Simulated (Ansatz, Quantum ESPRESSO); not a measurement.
This is a calculation of Ga for Ansatz 0.2.0. This isn't the form of Ga at room conditions, which is orthorhombic.

input.yaml

```yaml
crystal:
  lattice:
    - [-1.3843987196, 1.3843987196, 2.3112238365]
    - [1.3843987196, -1.3843987196, 2.3112238365]
    - [1.3843987196, 1.3843987196, -2.3112238365]
  atoms:
    - { symbol: Ga, position: [0.0, 0.0, 0.0] }
hamiltonian:
  xc: pbesol
  pseudopotentials: { kind: paw }
kpoints:
  mp_grid: { grid: [13, 13, 13] }
scf:
  occupations: { method: fermi_dirac, width: 0.05 }
output:
  forces: true
  stress: true
  eigenvalues: true
relax:
  f_tol: 0.01
  max_steps: 40
  cell: { stress_tol: 0.05 }
```

Potentials or basis: Ansatz PAW.

Command:

```sh
$ ansatz run input.yaml --threads 2 --pin off --max-ram 5632MiB --backend cpu --events-out ev --progress --plain --runs-dir out
```

Set up the same calculation for Quantum ESPRESSO 7.5 (ASE script). Potentials or basis there: GBRV 1.5 PBEsol, cutoff 762 eV.

As run (cutoffs and basis follow the program's own potentials, and thresholds, step limits or extra output files can differ):

The input run.py:

```python
import numpy as np
from ase.calculators.espresso import Espresso, EspressoProfile
from ase.io import read

atoms = read('Ga.cif')

input_data = {
    'control': {'calculation': 'scf', 'prefix': 'pwscf', 'outdir': './tmp', 'tprnfor': True, 'tstress': True, 'disk_io': 'low'},
    'system': {'ecutwfc': 56.0, 'ecutrho': 448.0, 'nbnd': 16, 'occupations': 'smearing', 'smearing': 'fd', 'degauss': 0.00367493},
    'electrons': {'conv_thr': 2e-10, 'electron_maxstep': 120, 'mixing_beta': 0.5},
}
pseudopotentials = {'Ga': 'ga_pbesol_v1.4.uspp.F.UPF'}
profile = EspressoProfile(command='mpirun -n 2 pw.x -nk 2', pseudo_dir='pseudo')
dft = Espresso(profile=profile, input_data=input_data, pseudopotentials=pseudopotentials, kpts=(13, 13, 13), koffset=(0, 0, 0))
atoms.calc = dft

from ase.optimize import BFGS
from ase.filters import FrechetCellFilter
done = BFGS(FrechetCellFilter(atoms), trajectory='opt.traj').run(fmax=0.02, steps=30)
print('converged', done)
print('cell (A)', np.round(atoms.cell.cellpar(), 5))
print(f'energy {atoms.get_potential_energy():.8f} eV')
print('forces (eV/A)')
print(np.round(atoms.get_forces(), 6))
print('stress (eV/A^3, Voigt)')
print(np.round(atoms.get_stress(), 8))
print(f'Fermi level {dft.get_fermi_level():.4f} eV')
```

The input Ga.cif:

```cif
data_Ga
_cell_length_a 3.02900565
_cell_length_b 3.02900565
_cell_length_c 3.02900565
_cell_angle_alpha 125.60652844
_cell_angle_beta 125.60652844
_cell_angle_gamma 80.53580512
_space_group_name_H-M_alt 'P1'
_space_group_name_Hall 'P 1'
_space_group_IT_number 1
loop_
_space_group_symop_operation_xyz
'x,y,z'
loop_
_atom_site_label
_atom_site_type_symbol
_atom_site_symmetry_multiplicity
_atom_site_Wyckoff_symbol
_atom_site_fract_x
_atom_site_fract_y
_atom_site_fract_z
_atom_site_occupancy
Ga1 Ga 1 a 0.0000000000 0.0000000000 0.0000000000 1
```

Potentials or basis: GBRV 1.5 PBEsol.

Command:

```sh
$ OMP_NUM_THREADS=1 python run.py
```

Both were run:

|  | Ansatz | Quantum ESPRESSO |
| --- | --- | --- |
| Relaxed volume | 17.62 Å³/atom | 17.61 Å³/atom |
| Relaxed cell | a = 3.021 Å, b = 3.021 Å, c = 3.021 Å, α = 125.49°, β = 125.49°, γ = 80.73° | a = 3.022 Å, b = 3.022 Å, c = 3.022 Å, α = 125.55°, β = 125.55°, γ = 80.63° |
| Space group after relaxing | I4/mmm (No. 139) | I4/mmm (No. 139) |
| Pressure after relaxing | 0.0 GPa | 0.0 GPa |

Ansatz's pressure holds a Pulay term of +0.05 GPa for its cutoff of 420 eV, which the other run lacks.

The potentials hold 13 and 19 valence electrons a cell.

Ansatz's potentials were made for PBE.

Where Ansatz's input types no cutoff or centring, it takes its own default and a Γ-centred mesh.

Pressure is positive in compression.
